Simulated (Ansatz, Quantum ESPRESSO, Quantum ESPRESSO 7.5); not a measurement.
**Charging honeycomb BAs, 2 layers, AB stacking**

How does the Fermi level of honeycomb BAs, 2 layers, AB stacking move as charge is added against a counter-electrode?

Calculated with Quantum ESPRESSO 7.5; plane-wave DFT, PBEsol, GBRV ultrasoft pseudopotentials (geometry by Ansatz 0.2.0 with PAW datasets; geometry under PBE-D3(BJ)).

### 1. The structure

The cell holds 4 atoms: 2 As and 2 B. Cell: a = 3.390 Å, b = 3.390 Å, c = 19.300 Å, α = 90.0°, β = 90.0°, γ = 120.0°. It derives from BAs. Vacuum lies along c.

Coordinates:

```cif
data_structure
_symmetry_space_group_name_H-M 'P 1'
_symmetry_Int_Tables_number 1
_cell_length_a 3.3900
_cell_length_b 3.3900
_cell_length_c 19.3000
_cell_angle_alpha 90.000
_cell_angle_beta 90.000
_cell_angle_gamma 120.000
_cell_volume 192.08
loop_
_atom_site_label
_atom_site_type_symbol
_atom_site_fract_x
_atom_site_fract_y
_atom_site_fract_z
_atom_site_occupancy
As1 As 0.66667 0.33333 0.41451 1
B2 B 0.33333 0.66667 0.41451 1
As3 As 0.00000 0.00000 0.58549 1
B4 B 0.66667 0.33333 0.58549 1
```

This sheet is a model structure: its symmetry is held, and its stability is not tested here.

### 2. Relaxation with Ansatz

A relaxation in Ansatz fixes the structure of this slab for the runs on it.

Input file input.yaml:

```yaml
crystal:
  lattice:
    - [3.39, 0.0, 0.0]
    - [-1.695, 2.9358261188, 0.0]
    - [0.0, 0.0, 19.3]
  atoms:
    - { symbol: As, position: [0.6666666667, 0.3333333333, 0.414507772] }
    - { symbol: B, position: [0.3333333333, 0.6666666667, 0.414507772] }
    - { symbol: As, position: [0.0, 0.0, 0.585492228] }
    - { symbol: B, position: [0.6666666667, 0.3333333333, 0.585492228] }
kpoints:
  mp_grid: { grid: [12, 12, 1] }
hamiltonian:
  xc: pbe
  dispersion: d3bj
scf:
  occupations: { method: fermi_dirac, width: 0.05 }
  convergence: { dr2_threshold: 1.0e-08 }
efield:
  axis: 3
  dipole_correction: true
  ramp_position: 0.97
  ramp_width: 0.04
relax:
  f_tol: 0.01
  cell: { fix: [c, alpha, beta] }
output:
  write_potential: true
  write_density: true
  volumetric_format: npy
```

The run is started by

```sh
> ansatz run input.yaml --threads 4 --pin off --max-ram 8192MiB --backend cpu --events-out ev --progress --plain --runs-dir out
```

Numbers of over 12 decimals in the logs are rounded to 6 here.

Output:

```text
Warning: relax.cell: scf.convergence.dr2_threshold = 1e-8 eV is looser than the 4e-10 eV advised for a relaxation that steers and ends on the stress (1e-10 eV for each atom of the cell: 4). What an SCF threshold leaves in a stress goes as its square root, and in the free energy as the threshold itself, and one threshold admits the most on a small cell: [figures from the program's tests cut] Set scf.convergence.dr2_threshold to 4e-10 eV or tighter. The threshold is an SCF's pass mark: one that does not reach it within its budget of iterations ends unconverged, or closes short of it on a stop that the run arms, and scf.convergence.dr2_threshold's page says what that costs each kind of run
Engine: ansatz 0.2.0, aarch64-unknown-linux-gnu
Pseudopotentials: kind: paw
Pseudopotential: As, paw, valence charge 15, recommended cutoff 420 eV (normal), As.paw.azcp
Pseudopotential: B, paw, valence charge 3, recommended cutoff 420 eV (normal), B.paw.azcp
Functional definition: PBE
  parameter kappa = 0.804
  parameter beta = 0.066725
  exchange = pbe_x(kappa = kappa, mu = beta*pi^2/3)
  correlation = pbe_c(beta = beta)
Crystal: 4 atoms, lattice volume = 192.082 Å³
Basis set: ecut = 420 eV, 3761 PW (Γ), exchange–correlation on 48×48×270 points (8 copies of the dense FFT grid, shifted against one another)
Bands: 22, of which v1, the nominal top of the filled ones, is band 18 counted from 1 (17 counted from 0)
Symmetry: 6 space group operations
Space group: P3m1 (ITA 156), of the structure as read, at distance tolerance 5.8e-5 Å
k-points: 19 of 144 (time reversal used)
Non-local potential: As, projectors of the file, l = 0: 2, l = 1: 2, l = 2: 3, l = 3: 1
Non-local potential: B, projectors of the file, l = 0: 2, l = 1: 2, l = 2: 1
PAW form: soft (Blöchl's): semilocal exchange-correlation on the pseudo side does not see the compensation charge
PAW one-centre angular grid: As, 590 points (default); XC on 64 Gauss nodes
PAW one-centre angular grid: B, 110 points (default); XC on 64 Gauss nodes
Initial density: superposition of atomic densities (neutral atoms: chi_scale 0, normalization atom), corrected by the library's trained network
Initial wavefunctions: pseudopotential atomic-orbital guess
Functional: x = pbe(κ = 0.804, μ = 0.219515), c = pbe(β = 0.066725)
SCF iter   1: F=—  HF=-10023.360758 eV  |F-HF|=—  |Δ(HF+E_count)|=         —  Δρ=2.21e-3  dr2=1.74e-2  ethr=1.77e-3  p=-0.000 e·Å  D=-3.00e-5 V/Å  ΔV_dip=0.00 eV  dr2_dipole=2.63e-3  V_vac-E_F(+/−)=4.63/4.63 eV  ⟨swp⟩=6.5  Hψ=2120  notcnv=0
efield: sawtooth ramp at fractional position 0.9700 (set: `efield.ramp_position`, or a place that a band, a saddle search or an elastic batch's reference lends), width 0.0400; the density the first Hamiltonian is built on has a dipole p = -0.000 e·Å; the dipole correction subtracts the counter field D = -3.00e-5 V/Å, which shifts the + side's vacuum level by +0.00 eV against the − side's; the planar-averaged density in the ramp window peaks in size at 4.7e-5 e/Å³
preconditioner: auto → none  [insulator: Δε(μ)=0.707 eV  Ē_g=9.527 eV  σ=0.050 eV  W_gap=1.00  n_scr=12 (ndim 8)  ℏωp=10.7 eV  f_vac=0.625  D(μ)=0.00/eV (n_scr^D=0)  ε∞_Penn≈2.3]
SCF iter   2: F=—  HF=-10023.366131 eV  |F-HF|=—  |Δ(HF+E_count)|=   5.37e-3  Δρ=1.32e-3  dr2=3.43e-2  ethr=4.83e-5  p=-0.037 e·Å  D=-3.52e-2 V/Å  ΔV_dip=0.68 eV  dr2_dipole=1.41e-2  V_vac-E_F(+/−)=5.06/4.38 eV  ⟨swp⟩=2.8  Hψ=806  notcnv=0
SCF iter   3: F=—  HF=-10023.360948 eV  |F-HF|=—  |Δ(HF+E_count)|=   5.18e-3  Δρ=7.34e-4  dr2=7.71e-3  ethr=4.83e-5  p=0.000 e·Å  D=4.01e-4 V/Å  ΔV_dip=-0.01 eV  dr2_dipole=3.03e-3  V_vac-E_F(+/−)=4.67/4.67 eV  ⟨swp⟩=2.9  Hψ=763  notcnv=0
SCF iter   4: F=—  HF=-10023.359687 eV  |F-HF|=—  |Δ(HF+E_count)|=   1.26e-3  Δρ=3.35e-4  dr2=4.58e-4  ethr=2.14e-5  p=-0.009 e·Å  D=-8.73e-3 V/Å  ΔV_dip=0.17 eV  dr2_dipole=1.08e-4  V_vac-E_F(+/−)=4.76/4.59 eV  ⟨swp⟩=1.5  Hψ=573  notcnv=0
SCF iter   5: F=—  HF=-10023.359778 eV  |F-HF|=—  |Δ(HF+E_count)|=   9.12e-5  Δρ=1.29e-4  dr2=5.91e-5  ethr=1.27e-6  p=-0.011 e·Å  D=-1.04e-2 V/Å  ΔV_dip=0.20 eV  dr2_dipole=2.32e-6  V_vac-E_F(+/−)=4.80/4.60 eV  ⟨swp⟩=2.0  Hψ=519  notcnv=0
SCF iter   6: F=—  HF=-10023.359803 eV  |F-HF|=—  |Δ(HF+E_count)|=   2.50e-5  Δρ=3.38e-5  dr2=1.33e-6  ethr=1.64e-7  p=-0.011 e·Å  D=-1.07e-2 V/Å  ΔV_dip=0.21 eV  dr2_dipole=3.72e-8  V_vac-E_F(+/−)=4.80/4.59 eV  ⟨swp⟩=2.0  Hψ=519  notcnv=0
SCF iter   7: F=—  HF=-10023.359799 eV  |F-HF|=—  |Δ(HF+E_count)|=   4.04e-6  Δρ=1.14e-5  dr2=2.28e-7  ethr=3.68e-9  p=-0.011 e·Å  D=-1.06e-2 V/Å  ΔV_dip=0.20 eV  dr2_dipole=5.41e-9  V_vac-E_F(+/−)=4.80/4.59 eV  ⟨swp⟩=2.8  Hψ=930  notcnv=0
SCF iter   8: F=—  HF=-10023.359799 eV  |F-HF|=—  |Δ(HF+E_count)|=   3.82e-7  Δρ=3.52e-6  dr2=1.49e-8  ethr=6.32e-10  p=-0.011 e·Å  D=-1.06e-2 V/Å  ΔV_dip=0.20 eV  dr2_dipole=8.69e-10  V_vac-E_F(+/−)=4.80/4.59 eV  ⟨swp⟩=2.0  Hψ=566  notcnv=0
SCF iter   9: F=-10023.359799 eV  HF=-10023.359799 eV  |F-HF|=4.53e-9  |Δ(HF+E_count)|=   9.45e-9  Δρ=7.29e-7  dr2=6.90e-10  ethr=2.78e-11  p=-0.011 e·Å  D=-1.06e-2 V/Å  ΔV_dip=0.20 eV  dr2_dipole=1.25e-12  V_vac-E_F(+/−)=4.80/4.59 eV  ⟨swp⟩=8.3  Hψ=2505  notcnv=0
SCF 1 converged in 9 iterations: F = -10023.359799 eV  dr2 = 6.90e-10
  greatest PAW one-centre occupation: 0.999 electrons in one spin orbital (limit 2), on the As atom at site 0 (counted from 0), in its partial waves of l = 2
relax step   1: F+E_penalty+E_count = -10023.35979938 eV  Δ(F+E_penalty+E_count) = +0.000e0 eV  max|allowed force component| = 2.531e-1 eV/Å  Δτ_max = 0.0000 Å  P = -0.391 GPa  Ω = 192.082 Å³  fix = [c, alpha, beta]  reactions: c +0.678 GPa  (9 SCF iters, accepted)
Crystal: 4 atoms, lattice volume = 190.796 Å³
Initial density: handed on by an earlier stage of this run
Initial wavefunctions: those handed on with the density
iter 1 solved again at ethr=7.77e-4 eV; its pass at ethr=3.10e-3 eV (dr2=2.80e-1 eV) is discarded
SCF iter   1: F=—  HF=-10023.459818 eV  |F-HF|=—  |Δ(HF+E_count)|=         —  Δρ=1.12e-2  dr2=2.88e-1  ethr=7.77e-4  p=-0.011 e·Å  D=-1.06e-2 V/Å  ΔV_dip=0.20 eV  dr2_dipole=4.44e-4  V_vac-E_F(+/−)=4.77/4.57 eV  ⟨swp⟩=1.0  Hψ=2496  notcnv=0
[...]
SCF iter   3: F=—  HF=-10023.404738 eV  |F-HF|=—  |Δ(HF+E_count)|=   2.30e-4  Δρ=3.02e-4  dr2=3.94e-4  ethr=4.01e-6  p=-0.009 e·Å  D=-8.24e-3 V/Å  ΔV_dip=0.16 eV  dr2_dipole=1.37e-4  V_vac-E_F(+/−)=4.69/4.53 eV  ⟨swp⟩=2.0  Hψ=509  notcnv=0
SCF iter   4: F=—  HF=-10023.404679 eV  |F-HF|=—  |Δ(HF+E_count)|=   5.93e-5  Δρ=1.71e-4  dr2=6.72e-5  ethr=1.09e-6  p=-0.005 e·Å  D=-4.93e-3 V/Å  ΔV_dip=0.10 eV  dr2_dipole=4.42e-6  V_vac-E_F(+/−)=4.66/4.56 eV  ⟨swp⟩=2.0  Hψ=506  notcnv=0
SCF iter   5: F=—  HF=-10023.404675 eV  |F-HF|=—  |Δ(HF+E_count)|=   3.92e-6  Δρ=7.45e-5  dr2=5.15e-6  ethr=1.87e-7  p=-0.006 e·Å  D=-5.46e-3 V/Å  ΔV_dip=0.11 eV  dr2_dipole=4.87e-9  V_vac-E_F(+/−)=4.66/4.55 eV  ⟨swp⟩=2.0  Hψ=500  notcnv=0
SCF iter   6: F=—  HF=-10023.404669 eV  |F-HF|=—  |Δ(HF+E_count)|=   6.05e-6  Δρ=2.80e-5  dr2=6.90e-7  ethr=1.43e-8  p=-0.006 e·Å  D=-5.50e-3 V/Å  ΔV_dip=0.11 eV  dr2_dipole=1.50e-9  V_vac-E_F(+/−)=4.66/4.55 eV  ⟨swp⟩=2.1  Hψ=585  notcnv=0
SCF iter   7: F=—  HF=-10023.404670 eV  |F-HF|=—  |Δ(HF+E_count)|=   7.51e-7  Δρ=5.77e-6  dr2=3.17e-8  ethr=1.92e-9  p=-0.006 e·Å  D=-5.51e-3 V/Å  ΔV_dip=0.11 eV  dr2_dipole=8.75e-11  V_vac-E_F(+/−)=4.66/4.55 eV  ⟨swp⟩=2.3  Hψ=602  notcnv=0
SCF iter   8: F=-10023.404670 eV  HF=-10023.404670 eV  |F-HF|=3.80e-10  |Δ(HF+E_count)|=   3.49e-8  Δρ=9.67e-7  dr2=9.09e-10  ethr=2.78e-11  p=-0.006 e·Å  D=-5.50e-3 V/Å  ΔV_dip=0.11 eV  dr2_dipole=3.14e-12  V_vac-E_F(+/−)=4.66/4.55 eV  ⟨swp⟩=8.3  Hψ=2509  notcnv=0
SCF 3 converged in 8 iterations: F = -10023.404670 eV  dr2 = 9.09e-10
relax step   3: F+E_penalty+E_count = -10023.40466988 eV  Δ(F+E_penalty+E_count) = -1.885e-3 eV  max|allowed force component| = 5.155e-3 eV/Å  Δτ_max = 0.0301 Å  P = +0.010 GPa  Ω = 189.906 Å³  energy of the carried Pulay correction = +3.943e-4 eV  fix = [c, alpha, beta]  reactions: c -0.021 GPa  (8 SCF iters, accepted)
Initial wavefunctions: pseudopotential atomic-orbital guess (no wavefunctions were taken with the density)
iter 1 solved again at ethr=9.22e-8 eV; its pass at ethr=3.10e-3 eV (dr2=3.32e-5 eV) is discarded
SCF iter   1: F=—  HF=-10023.404304 eV  |F-HF|=—  |Δ(HF+E_count)|=         —  Δρ=1.10e-5  dr2=2.60e-8  ethr=9.22e-8  p=-0.006 e·Å  D=-5.50e-3 V/Å  ΔV_dip=0.11 eV  dr2_dipole=5.00e-13  V_vac-E_F(+/−)=4.66/4.55 eV  ⟨swp⟩=4.4  Hψ=3571  notcnv=0
efield: sawtooth ramp at fractional position 0.9700 (set: `efield.ramp_position`, or a place that a band, a saddle search or an elastic batch's reference lends), width 0.0400; the density the first Hamiltonian is built on has a dipole p = -0.006 e·Å; the dipole correction subtracts the counter field D = -5.50e-3 V/Å, which shifts the + side's vacuum level by +0.11 eV against the − side's; the planar-averaged density in the ramp window peaks in size at 4.2e-7 e/Å³
preconditioner: auto → none  [insulator: Δε(μ)=0.651 eV  Ē_g=9.606 eV  σ=0.050 eV  W_gap=1.00  n_scr=12 (ndim 8)  ℏωp=10.8 eV  f_vac=0.605  D(μ)=0.00/eV (n_scr^D=0)  ε∞_Penn≈2.3]
SCF iter   2: F=—  HF=-10023.404295 eV  |F-HF|=—  |Δ(HF+E_count)|=   9.23e-6  Δρ=5.75e-6  dr2=9.68e-9  ethr=2.78e-11  p=-0.006 e·Å  D=-5.50e-3 V/Å  ΔV_dip=0.11 eV  dr2_dipole=4.56e-11  V_vac-E_F(+/−)=4.66/4.55 eV  ⟨swp⟩=8.4  Hψ=3146  notcnv=0
SCF iter   3: F=-10023.404295 eV  HF=-10023.404295 eV  |F-HF|=1.76e-9  |Δ(HF+E_count)|=   4.85e-8  Δρ=1.92e-6  dr2=3.49e-9  ethr=2.69e-11  p=-0.006 e·Å  D=-5.50e-3 V/Å  ΔV_dip=0.11 eV  dr2_dipole=5.89e-10  V_vac-E_F(+/−)=4.66/4.55 eV  ⟨swp⟩=6.1  Hψ=2542  notcnv=0
SCF 4 converged in 3 iterations: F = -10023.404295 eV  dr2 = 3.49e-9
relax step   4: F+E_penalty+E_count = -10023.40429491 eV  Δ(F+E_penalty+E_count) = +3.750e-4 eV  max|allowed force component| = 5.157e-3 eV/Å  Δτ_max = 0.0000 Å  P = +0.008 GPa  Ω = 189.906 Å³  fix = [c, alpha, beta]  reactions: c -0.023 GPa  stress off target by 2.28e-2 GPa on what of the cell is left free  SCF on the basis re-selected at this cell (its energy is not comparable with the rows above)  (3 SCF iters)
basis re-selected at this cell: Δ(F+E_penalty+E_count) = +3.750e-4 eV, ΔP = -0.002 GPa vs the last step (what re-selecting the basis moved, of the pressure what is left beyond the Pulay correction that the steps carried, after the strain that the cell walked since its last selection, with what the two solves' SCF thresholds leave and, on support functions, any second-order correction that the steps lacked; it is no m [...]
WARN: The output density's exchange-correlation potential varies sharply where the density is thin. Do not read a vacuum level from v_tot or v_xc, or from such a field of the output density. On a cell that repeats whose density bears no net charge and no dipole along the vacuum's axis use v_es (v_loc + v_h of the components); under efield.dipole_correction with no amplitude use v_es + v_field, which holds any externa [...]
SCF converged after 3 iterations
Free energy (F): -10023.404295 eV
Harris-Foulkes:  -10023.404295 eV  (|F-HF|=1.76e-9)
Internal energy: -10023.404260 eV  (E = F + TS)
E sigma→0 (E₀):  -10023.404277 eV
Entropy (-TS):   -0.000035 eV (-0.009 meV/atom)
Fermi energy:    -0.099307 eV
Dipole field:    D = -0.005530 V/Å  (p = -0.005804 e·Å, saw-weighted, corrected)
Work function:   Φ+ = 4.6610 eV   Φ− = 4.5543 eV
Levels:          The Fermi level and band energies are counted from a zero that moves with the ramp; work functions are not
--- Per-component energies (eV) ---
  E_band       = -822.709368
  E_kinetic    = 299.683498
  E_local      = -21043.397433  (includes V_loc(G=0)·N_el)
  E_nonlocal   = -1315.084857
  E_hartree    = 10506.420218
  E_xc         = -219.945360
  E_vxc        = -231.224095  (∫ρ·V_xc dr)
  E_paw        = -3830.298797  (= ΣΔE_a)
  E_vpaw       = 454.432532  (= ΣTr[D̂ρ^β])
  E_aug_tail   = 0.000008  (compensation charges beyond the density's cutoff)
  E_efield     = 0.000016  (sawtooth field / dipole correction)
  E_vefield    = 0.041738  (∫n·V_field dr)
  E_ewald      = 5579.969532
  E_disp       = -0.751083  (pairwise vdW)
  E_smearing   = -0.000035  (= −TS)
  E_closure    = 0.000000  (closes the sum)
  Σ components = -10023.404295   (vs F -10023.404295, Δ=0.00e0)
--- Forces (eV/Å), atoms counted from 1 ---
  atom   1  As     0.00000000    -0.00000000     0.00147518
  atom   2  B      0.00000000     0.00000000     0.00398245
  atom   3  As     0.00000000    -0.00000000    -0.00515080
  atom   4  B      0.00000000     0.00000000    -0.00028128
  max |Σ_I F_I| component: 2.55e-5 eV/Å
--- Stress (GPa, compression-positive) ---
        0.022817      -0.000000       0.000000
       -0.000000       0.022817       0.000000
        0.000000       0.000000      -0.022855
  P = ⅓ Tr σ = 0.0076 GPa (0.076 kbar)
--- Band table (eV; the first three rows and the last of 19) ---
  k-point 0: bands = [... 14 lower, -2.0094, -2.0094, -1.8764, -1.8764, 3.2583, 3.3608, 3.5848, 3.9792]
  k-point 1: bands = [... 14 lower, -2.6513, -2.5053, -2.2261, -2.0851, 3.3861, 3.4931, 3.7021, 4.0901]
  k-point 2: bands = [... 14 lower, -3.8770, -3.2405, -2.7250, -2.5717, 3.1493, 3.3949, 3.7775, 4.4208]
  k-point 18: bands = [... 14 lower, -6.5254, -6.3924, -0.8543, -0.4288, 0.2218, 0.7349, 5.7069, 6.0990]
--- Relaxed structure (3 steps of the walk, 3 accepted, 1 SCFs on fresh bases) ---
  F+E_penalty+E_count = -10023.40429491 eV   max|allowed force component| = 5.157e-3 eV/Å   (the final SCF, on the basis selected at the relaxed cell)
  cell:  # Å, volume = 189.9055 Å³
    - [3.370737, 0.0, 0]
    - [-1.685368, 2.919143, 0]
    - [0, 0, 19.3]
  atoms:
    - { symbol: As, position: [0.666667, 0.333333, 0.407262] }
    - { symbol: B, position: [0.333333, 0.666667, 0.404636] }
    - { symbol: As, position: [2.5613515536156895e-17, -9.251858538489117e-17, 0.595301] }
    - { symbol: B, position: [0.666667, 0.333333, 0.592801] }
```

Elapsed: 7.2 s, on 4 threads of Arm Neoverse V2, shared host; peak memory 0.47 GiB.

The steps of the relaxation:

```tsv
step	energy less that of the first step (eV)	largest force component (eV/Å)	pressure (GPa)	volume (Å³)
1	0.0000	0.2531	-0.39	192.08
2	-0.0430	0.0415	-0.25	190.80
3	-0.0449	0.0052	0.01	189.91
4*	-0.0445	0.0052	0.01	189.91
```

Relaxation steps marked * repeat the geometry before them on a plane-wave basis chosen anew for their cell, so energy and pressure can jump there.

Forces are held to the 6 operations that the run works with; a distortion that breaks them can't arise in this run.

```tsv
cell as run	before	after	change
a (Å)	3.390	3.371	-0.6 %
b (Å)	3.390	3.371	-0.6 %
```

The atoms that moved most (Å, along periodic axes as changes of fractional coordinates times the final cell, across vacuum about the mean position):

```tsv
atom	dx	dy	dz	length
B2	0.000	0.000	-0.191	0.191
As3	0.000	0.000	0.189	0.189
B4	0.000	0.000	0.141	0.141
As1	0.000	0.000	-0.140	0.140
```

Final coordinates:

```xyz
4
Lattice="3.3707 0.0000 0.0000 -1.6854 2.9191 0.0000 0.0000 0.0000 19.3000" Properties=species:S:1:pos:R:3
As    1.6854    0.9730    7.8602
B     0.0000    1.9461    7.8095
As    0.0000    0.0000   11.4893
B     1.6854    0.9730   11.4411
```

Numbers from this step:

| Item | Value |
| --- | --- |
| free energy | -10023.4043 eV |
| Fermi energy | -0.09931 eV |
| gap by band count | 0.6506 eV |
| symmetry operations | 6 |
| dipole along the normal | -0.005804 e·Å |
| vacuum level at the upper face over a Fermi level inside the gap | 4.661 eV |
| vacuum level at the lower face over a Fermi level inside the gap | 4.554 eV |

[end of part 1 of 4]

[Logs are printed without paths, hosts, clocks, repeated set-up lines and the standing remarks that a program may print on its own settings, such as how far it seeks lower states.]

[Hosts, paths, dates, database ids (printed as entryN), source tags and the programs' standing remarks are cut or masked in the printed files.]

[Maps of the electrostatic potential energy from Ansatz leave out the sawtooth potential of an applied field or a dipole correction, so their vacuum need not be flat; planar profiles and work functions include it.]
